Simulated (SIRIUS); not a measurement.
# TiCo (Pm-3m) in SIRIUS: notebook, part 2 of 4

SIRIUS 7.12.0.

**3. Equation of state, BLYP, collinear spin, ferromagnetic start, 12.78 Å³/atom (volume scaled by 0.96)**

Contents of sirius.json:

```json
{
  "control": {
    "processing_unit": "cpu",
    "std_evp_solver_name": "lapack",
    "gen_evp_solver_name": "lapack",
    "verbosity": 2,
    "print_forces": false,
    "ortho_rf": true,
    "use_second_variation": true,
    "rmt_max": 3.0,
    "num_bands_to_print": 24,
    "save_wf": true
  },
  "parameters": {
    "electronic_structure_method": "full_potential_lapwlo",
    "xc_functionals": ["XC_GGA_X_B88", "XC_GGA_C_LYP"],
    "core_relativity": "dirac",
    "valence_relativity": "iora",
    "num_fv_states": 30,
    "smearing": "fermi_dirac",
    "smearing_width": 0.0018374661,
    "pw_cutoff": 20,
    "gk_cutoff": 3.74,
    "lmax_apw": 10,
    "lmax_rho": 8,
    "lmax_pot": 8,
    "num_mag_dims": 1,
    "auto_rmt": 0,
    "ngridk": [9, 9, 9],
    "shiftk": [0, 0, 0],
    "num_dft_iter": 80,
    "energy_tol": 1e-07,
    "density_tol": 1e-05,
    "use_symmetry": true
  },
  "settings": {"tol_ne": 1e-10},
  "iterative_solver": {"type": "exact"},
  "mixer": {"type": "anderson", "beta": 0.4, "max_history": 8},
  "unit_cell": {
    "lattice_vectors": [[5.5666667627, 0.0, 0.0], [0.0, 5.5666667627, 0.0], [0.0, 0.0, 5.5666667627]],
    "atom_types": ["Co", "Ti"],
    "atom_files": {"Co": "Co.json", "Ti": "Ti.json"},
    "atoms": {"Co": [[0.5, 0.5, 0.5, 0.0, 0.0, 2.0]], "Ti": [[0.0, 0.0, 0.0, 0.0, 0.0, 1.0]]}
  }
}
```

Contents of Co.json:

```json
{
  "name": "cobalt",
  "symbol": "Co",
  "number": 27,
  "mass": 58.933195,
  "rmin": 1e-06,
  "rmt": 2.35,
  "nrmt": 800,
  "rinf": 15.25,
  "core": "1s2s2p",
  "valence": [
    {"basis": [{"enu": 0.13, "dme": 0, "n": 0, "auto": 0}, {"enu": 0.13, "dme": 1, "n": 0, "auto": 0}]},
    {"l": 0, "n": 1, "basis": [{"enu": 0.23, "dme": 0, "n": 0, "auto": 0}]},
    {"l": 1, "n": 2, "basis": [{"enu": 0.23, "dme": 0, "n": 0, "auto": 0}]},
    {"l": 2, "n": 3, "basis": [{"enu": 0.2282, "dme": 0, "n": 0, "auto": 0}]},
    {"l": 3, "n": 4, "basis": [{"enu": 0.23, "dme": 0, "n": 0, "auto": 0}]}
  ],
  "lo": [
    {"l": 0, "basis": [{"enu": 0.23, "dme": 0, "n": 0, "auto": 0}, {"enu": 0.23, "dme": 1, "n": 0, "auto": 0}]},
    {
      "l": 0,
      "basis": [{"enu": -3.2975, "dme": 0, "n": 3, "auto": 1}, {"enu": -3.2975, "dme": 1, "n": 3, "auto": 1}]
    },
    {
      "l": 0,
      "basis": [{"enu": -3.2975, "dme": 1, "n": 3, "auto": 1}, {"enu": 0.23, "dme": 0, "n": 0, "auto": 0}]
    },
    {"l": 0, "basis": [{"enu": 0.23, "dme": 0, "n": 0, "auto": 0}, {"enu": 3.1272, "dme": 0, "n": 0, "auto": 0}]},
    {"l": 1, "basis": [{"enu": 0.23, "dme": 0, "n": 0, "auto": 0}, {"enu": 0.23, "dme": 1, "n": 0, "auto": 0}]},
    {
      "l": 1,
      "basis": [{"enu": -1.9671, "dme": 0, "n": 3, "auto": 1}, {"enu": -1.9671, "dme": 1, "n": 3, "auto": 1}]
    },
    {
      "l": 1,
      "basis": [{"enu": -1.9671, "dme": 1, "n": 3, "auto": 1}, {"enu": 0.23, "dme": 0, "n": 0, "auto": 0}]
    },
    {"l": 1, "basis": [{"enu": 0.23, "dme": 0, "n": 0, "auto": 0}, {"enu": 3.5618, "dme": 0, "n": 0, "auto": 0}]},
    {
      "l": 2,
      "basis": [{"enu": 0.2282, "dme": 0, "n": 0, "auto": 0}, {"enu": 0.2282, "dme": 1, "n": 0, "auto": 0}]
    },
    {
      "l": 2,
      "basis": [{"enu": 0.2282, "dme": 1, "n": 0, "auto": 0}, {"enu": 0.2282, "dme": 2, "n": 0, "auto": 0}]
    },
    {
      "l": 2,
      "basis": [{"enu": 0.2282, "dme": 0, "n": 0, "auto": 0}, {"enu": 3.053, "dme": 0, "n": 0, "auto": 0}]
    },
    {"l": 3, "basis": [{"enu": 0.23, "dme": 0, "n": 0, "auto": 0}, {"enu": 0.23, "dme": 1, "n": 0, "auto": 0}]},
    {"l": 3, "basis": [{"enu": 0.23, "dme": 0, "n": 0, "auto": 0}, {"enu": 3.3807, "dme": 0, "n": 0, "auto": 0}]}
  ],
  "free_atom": [... radial grid and density of the free atom, the start of the SCF ...]
}
```

Contents of Ti.json:

```json
{
  "name": "titanium",
  "symbol": "Ti",
  "number": 22,
  "mass": 47.867,
  "rmin": 1e-06,
  "rmt": 2.35,
  "nrmt": 800,
  "rinf": 17.51,
  "core": "1s2s2p",
  "valence": [
    {"basis": [{"enu": 0.13, "dme": 0, "n": 0, "auto": 0}, {"enu": 0.13, "dme": 1, "n": 0, "auto": 0}]},
    {"l": 0, "n": 1, "basis": [{"enu": 0.23, "dme": 0, "n": 0, "auto": 0}]},
    {"l": 1, "n": 2, "basis": [{"enu": 0.23, "dme": 0, "n": 0, "auto": 0}]},
    {"l": 2, "n": 3, "basis": [{"enu": 0.23, "dme": 0, "n": 0, "auto": 0}]},
    {"l": 3, "n": 4, "basis": [{"enu": 0.23, "dme": 0, "n": 0, "auto": 0}]}
  ],
  "lo": [
    {"l": 0, "basis": [{"enu": 0.23, "dme": 0, "n": 0, "auto": 0}, {"enu": 0.23, "dme": 1, "n": 0, "auto": 0}]},
    {
      "l": 0,
      "basis": [{"enu": -1.8903, "dme": 0, "n": 3, "auto": 1}, {"enu": -1.8903, "dme": 1, "n": 3, "auto": 1}]
    },
    {
      "l": 0,
      "basis": [{"enu": -1.8903, "dme": 1, "n": 3, "auto": 1}, {"enu": 0.23, "dme": 0, "n": 0, "auto": 0}]
    },
    {"l": 0, "basis": [{"enu": 0.23, "dme": 0, "n": 0, "auto": 0}, {"enu": 3.1272, "dme": 0, "n": 0, "auto": 0}]},
    {"l": 1, "basis": [{"enu": 0.23, "dme": 0, "n": 0, "auto": 0}, {"enu": 0.23, "dme": 1, "n": 0, "auto": 0}]},
    {
      "l": 1,
      "basis": [{"enu": -1.0303, "dme": 0, "n": 3, "auto": 1}, {"enu": -1.0303, "dme": 1, "n": 3, "auto": 1}]
    },
    {
      "l": 1,
      "basis": [{"enu": -1.0303, "dme": 1, "n": 3, "auto": 1}, {"enu": 0.23, "dme": 0, "n": 0, "auto": 0}]
    },
    {"l": 1, "basis": [{"enu": 0.23, "dme": 0, "n": 0, "auto": 0}, {"enu": 3.5618, "dme": 0, "n": 0, "auto": 0}]},
    {"l": 2, "basis": [{"enu": 0.23, "dme": 0, "n": 0, "auto": 0}, {"enu": 0.23, "dme": 1, "n": 0, "auto": 0}]},
    {"l": 2, "basis": [{"enu": 0.23, "dme": 1, "n": 0, "auto": 0}, {"enu": 0.23, "dme": 2, "n": 0, "auto": 0}]},
    {"l": 2, "basis": [{"enu": 0.23, "dme": 0, "n": 0, "auto": 0}, {"enu": 3.0548, "dme": 0, "n": 0, "auto": 0}]},
    {"l": 3, "basis": [{"enu": 0.23, "dme": 0, "n": 0, "auto": 0}, {"enu": 0.23, "dme": 1, "n": 0, "auto": 0}]},
    {"l": 3, "basis": [{"enu": 0.23, "dme": 0, "n": 0, "auto": 0}, {"enu": 3.3807, "dme": 0, "n": 0, "auto": 0}]}
  ],
  "free_atom": [... radial grid and density of the free atom, the start of the SCF ...]
}
```

Contents of sirius_start.json:

```json
{
  "control": {
    "processing_unit": "cpu",
    "std_evp_solver_name": "lapack",
    "gen_evp_solver_name": "lapack",
    "verbosity": 1,
    "print_forces": false,
    "ortho_rf": true,
    "use_second_variation": true,
    "rmt_max": 3.0,
    "num_bands_to_print": 24,
    "save_wf": false
  },
  "parameters": {
    "electronic_structure_method": "full_potential_lapwlo",
    "xc_functionals": ["XC_LDA_X", "XC_LDA_C_PW"],
    "core_relativity": "dirac",
    "valence_relativity": "iora",
    "num_fv_states": 30,
    "smearing": "fermi_dirac",
    "smearing_width": 0.0055123983,
    "pw_cutoff": 20,
    "gk_cutoff": 3.0,
    "lmax_apw": 10,
    "lmax_rho": 8,
    "lmax_pot": 8,
    "num_mag_dims": 1,
    "auto_rmt": 0,
    "ngridk": [4, 4, 4],
    "shiftk": [0, 0, 0],
    "num_dft_iter": 30,
    "energy_tol": 0.01,
    "density_tol": 0.05,
    "use_symmetry": true
  },
  "settings": {"tol_ne": 1e-10},
  "iterative_solver": {"type": "exact"},
  "mixer": {"type": "anderson", "beta": 0.4, "max_history": 8},
  "unit_cell": {
    "lattice_vectors": [[5.5666667627, 0.0, 0.0], [0.0, 5.5666667627, 0.0], [0.0, 0.0, 5.5666667627]],
    "atom_types": ["Co", "Ti"],
    "atom_files": {"Co": "Co.json", "Ti": "Ti.json"},
    "atoms": {"Co": [[0.5, 0.5, 0.5, 0.0, 0.0, 2.0]], "Ti": [[0.0, 0.0, 0.0, 0.0, 0.0, 1.0]]}
  }
}
```

Potentials or basis: all-electron FP-LAPW, apw+lo standard.

Run with:

```
$ OMP_NUM_THREADS=1 sirius.scf --input=sirius_start.json --output=start.json
$ OMP_NUM_THREADS=1 sirius.scf --input=sirius.json --output=output.json --task=1
```

It took 75 s on 1 thread of Arm Neoverse V2, shared host; peak memory 0.58 GiB.

Results (log left out):

```
Free energy                                       : -61167.2233 eV
Band gap on the k mesh                            : none (metal or under the smearing width)
Net moment                                        : 0.66 μB per cell
Site moments                                      : Co +0.69; Ti -0.00 μB
All electrons inside the program's atomic spheres : Co 26.34; Ti 20.41 (radii Co 2.35, Ti 2.35 bohr)
```

**4. Equation of state, BLYP, collinear spin, ferromagnetic start, 13.05 Å³/atom (volume scaled by 0.98)**

sirius.json: that of step 3 with these lines changed.

```diff
@@ -39,3 +39,3 @@
   "unit_cell": {
-    "lattice_vectors": [[5.5666667627, 0.0, 0.0], [0.0, 5.5666667627, 0.0], [0.0, 0.0, 5.5666667627]],
+    "lattice_vectors": [[5.6050587812, 0.0, 0.0], [0.0, 5.6050587812, 0.0], [0.0, 0.0, 5.6050587812]],
     "atom_types": ["Co", "Ti"],
```

Contents of Co.json:

```json
{
  "name": "cobalt",
  "symbol": "Co",
  "number": 27,
  "mass": 58.933195,
  "rmin": 1e-06,
  "rmt": 2.35,
  "nrmt": 800,
  "rinf": 15.25,
  "core": "1s2s2p",
  "valence": [
    {"basis": [{"enu": 0.12, "dme": 0, "n": 0, "auto": 0}, {"enu": 0.12, "dme": 1, "n": 0, "auto": 0}]},
    {"l": 0, "n": 1, "basis": [{"enu": 0.22, "dme": 0, "n": 0, "auto": 0}]},
    {"l": 1, "n": 2, "basis": [{"enu": 0.22, "dme": 0, "n": 0, "auto": 0}]},
    {"l": 2, "n": 3, "basis": [{"enu": 0.2182, "dme": 0, "n": 0, "auto": 0}]},
    {"l": 3, "n": 4, "basis": [{"enu": 0.22, "dme": 0, "n": 0, "auto": 0}]}
  ],
  "lo": [
    {"l": 0, "basis": [{"enu": 0.22, "dme": 0, "n": 0, "auto": 0}, {"enu": 0.22, "dme": 1, "n": 0, "auto": 0}]},
    {
      "l": 0,
      "basis": [{"enu": -3.3075, "dme": 0, "n": 3, "auto": 1}, {"enu": -3.3075, "dme": 1, "n": 3, "auto": 1}]
    },
    {
      "l": 0,
      "basis": [{"enu": -3.3075, "dme": 1, "n": 3, "auto": 1}, {"enu": 0.22, "dme": 0, "n": 0, "auto": 0}]
    },
    {"l": 0, "basis": [{"enu": 0.22, "dme": 0, "n": 0, "auto": 0}, {"enu": 3.1172, "dme": 0, "n": 0, "auto": 0}]},
    {"l": 1, "basis": [{"enu": 0.22, "dme": 0, "n": 0, "auto": 0}, {"enu": 0.22, "dme": 1, "n": 0, "auto": 0}]},
    {
      "l": 1,
      "basis": [{"enu": -1.9771, "dme": 0, "n": 3, "auto": 1}, {"enu": -1.9771, "dme": 1, "n": 3, "auto": 1}]
    },
    {
      "l": 1,
      "basis": [{"enu": -1.9771, "dme": 1, "n": 3, "auto": 1}, {"enu": 0.22, "dme": 0, "n": 0, "auto": 0}]
    },
    {"l": 1, "basis": [{"enu": 0.22, "dme": 0, "n": 0, "auto": 0}, {"enu": 3.5518, "dme": 0, "n": 0, "auto": 0}]},
    {
      "l": 2,
      "basis": [{"enu": 0.2182, "dme": 0, "n": 0, "auto": 0}, {"enu": 0.2182, "dme": 1, "n": 0, "auto": 0}]
    },
    {
      "l": 2,
      "basis": [{"enu": 0.2182, "dme": 1, "n": 0, "auto": 0}, {"enu": 0.2182, "dme": 2, "n": 0, "auto": 0}]
    },
    {
      "l": 2,
      "basis": [{"enu": 0.2182, "dme": 0, "n": 0, "auto": 0}, {"enu": 3.043, "dme": 0, "n": 0, "auto": 0}]
    },
    {"l": 3, "basis": [{"enu": 0.22, "dme": 0, "n": 0, "auto": 0}, {"enu": 0.22, "dme": 1, "n": 0, "auto": 0}]},
    {"l": 3, "basis": [{"enu": 0.22, "dme": 0, "n": 0, "auto": 0}, {"enu": 3.3707, "dme": 0, "n": 0, "auto": 0}]}
  ],
  "free_atom": [... radial grid and density of the free atom, the start of the SCF ...]
}
```

Contents of Ti.json:

```json
{
  "name": "titanium",
  "symbol": "Ti",
  "number": 22,
  "mass": 47.867,
  "rmin": 1e-06,
  "rmt": 2.35,
  "nrmt": 800,
  "rinf": 17.51,
  "core": "1s2s2p",
  "valence": [
    {"basis": [{"enu": 0.12, "dme": 0, "n": 0, "auto": 0}, {"enu": 0.12, "dme": 1, "n": 0, "auto": 0}]},
    {"l": 0, "n": 1, "basis": [{"enu": 0.22, "dme": 0, "n": 0, "auto": 0}]},
    {"l": 1, "n": 2, "basis": [{"enu": 0.22, "dme": 0, "n": 0, "auto": 0}]},
    {"l": 2, "n": 3, "basis": [{"enu": 0.22, "dme": 0, "n": 0, "auto": 0}]},
    {"l": 3, "n": 4, "basis": [{"enu": 0.22, "dme": 0, "n": 0, "auto": 0}]}
  ],
  "lo": [
    {"l": 0, "basis": [{"enu": 0.22, "dme": 0, "n": 0, "auto": 0}, {"enu": 0.22, "dme": 1, "n": 0, "auto": 0}]},
    {
      "l": 0,
      "basis": [{"enu": -1.9003, "dme": 0, "n": 3, "auto": 1}, {"enu": -1.9003, "dme": 1, "n": 3, "auto": 1}]
    },
    {
      "l": 0,
      "basis": [{"enu": -1.9003, "dme": 1, "n": 3, "auto": 1}, {"enu": 0.22, "dme": 0, "n": 0, "auto": 0}]
    },
    {"l": 0, "basis": [{"enu": 0.22, "dme": 0, "n": 0, "auto": 0}, {"enu": 3.1172, "dme": 0, "n": 0, "auto": 0}]},
    {"l": 1, "basis": [{"enu": 0.22, "dme": 0, "n": 0, "auto": 0}, {"enu": 0.22, "dme": 1, "n": 0, "auto": 0}]},
    {
      "l": 1,
      "basis": [{"enu": -1.0403, "dme": 0, "n": 3, "auto": 1}, {"enu": -1.0403, "dme": 1, "n": 3, "auto": 1}]
    },
    {
      "l": 1,
      "basis": [{"enu": -1.0403, "dme": 1, "n": 3, "auto": 1}, {"enu": 0.22, "dme": 0, "n": 0, "auto": 0}]
    },
    {"l": 1, "basis": [{"enu": 0.22, "dme": 0, "n": 0, "auto": 0}, {"enu": 3.5518, "dme": 0, "n": 0, "auto": 0}]},
    {"l": 2, "basis": [{"enu": 0.22, "dme": 0, "n": 0, "auto": 0}, {"enu": 0.22, "dme": 1, "n": 0, "auto": 0}]},
    {"l": 2, "basis": [{"enu": 0.22, "dme": 1, "n": 0, "auto": 0}, {"enu": 0.22, "dme": 2, "n": 0, "auto": 0}]},
    {"l": 2, "basis": [{"enu": 0.22, "dme": 0, "n": 0, "auto": 0}, {"enu": 3.0448, "dme": 0, "n": 0, "auto": 0}]},
    {"l": 3, "basis": [{"enu": 0.22, "dme": 0, "n": 0, "auto": 0}, {"enu": 0.22, "dme": 1, "n": 0, "auto": 0}]},
    {"l": 3, "basis": [{"enu": 0.22, "dme": 0, "n": 0, "auto": 0}, {"enu": 3.3707, "dme": 0, "n": 0, "auto": 0}]}
  ],
  "free_atom": [... radial grid and density of the free atom, the start of the SCF ...]
}
```

sirius_start.json: that of step 3 with these lines changed.

```diff
@@ -39,3 +39,3 @@
   "unit_cell": {
-    "lattice_vectors": [[5.5666667627, 0.0, 0.0], [0.0, 5.5666667627, 0.0], [0.0, 0.0, 5.5666667627]],
+    "lattice_vectors": [[5.6050587812, 0.0, 0.0], [0.0, 5.6050587812, 0.0], [0.0, 0.0, 5.6050587812]],
     "atom_types": ["Co", "Ti"],
```

Run with:

```
$ OMP_NUM_THREADS=1 sirius.scf --input=sirius_start.json --output=start.json
$ OMP_NUM_THREADS=1 sirius.scf --input=sirius.json --output=output.json --task=1
```

It took 86 s on 1 thread of Arm Neoverse V2, shared host; peak memory 0.59 GiB.

Results (log left out):

- Free energy: -61167.2560 eV
- Band gap on the k mesh: none (metal or under the smearing width)
- Net moment: 0.70 μB per cell
- Site moments: Co +0.74; Ti -0.00 μB
- All electrons inside the program's atomic spheres: Co 26.30; Ti 20.38 (radii Co 2.35, Ti 2.35 bohr)

**5. Equation of state, BLYP, collinear spin, ferromagnetic start, 13.31 Å³/atom**

sirius.json: that of step 4 with these lines changed.

```diff
@@ -39,3 +39,3 @@
   "unit_cell": {
-    "lattice_vectors": [[5.6050587812, 0.0, 0.0], [0.0, 5.6050587812, 0.0], [0.0, 0.0, 5.6050587812]],
+    "lattice_vectors": [[5.6429319488, 0.0, 0.0], [0.0, 5.6429319488, 0.0], [0.0, 0.0, 5.6429319488]],
     "atom_types": ["Co", "Ti"],
```

Co.json is that of step 4.

Ti.json is that of step 4.

sirius_start.json: that of step 4 with these lines changed.

```diff
@@ -39,3 +39,3 @@
   "unit_cell": {
-    "lattice_vectors": [[5.6050587812, 0.0, 0.0], [0.0, 5.6050587812, 0.0], [0.0, 0.0, 5.6050587812]],
+    "lattice_vectors": [[5.6429319488, 0.0, 0.0], [0.0, 5.6429319488, 0.0], [0.0, 0.0, 5.6429319488]],
     "atom_types": ["Co", "Ti"],
```

Run with:

```
$ OMP_NUM_THREADS=1 sirius.scf --input=sirius_start.json --output=start.json
$ OMP_NUM_THREADS=1 sirius.scf --input=sirius.json --output=output.json --task=1
```

Wall time 86 s (1 thread of Arm Neoverse V2, shared host); peak memory 0.59 GiB.

It converged, with:

```yaml
Free_energy: -61167.2760 eV
Band_gap_on_the_k_mesh: none (metal or under the smearing width)
Net_moment: 0.75 μB per cell
Site_moments: Co +0.80; Ti -0.01 μB
All_electrons_inside_the_program's_atomic_spheres: Co 26.27; Ti 20.35 (radii Co 2.35, Ti 2.35 bohr)
```

(Part 2 of 4 ends here.)
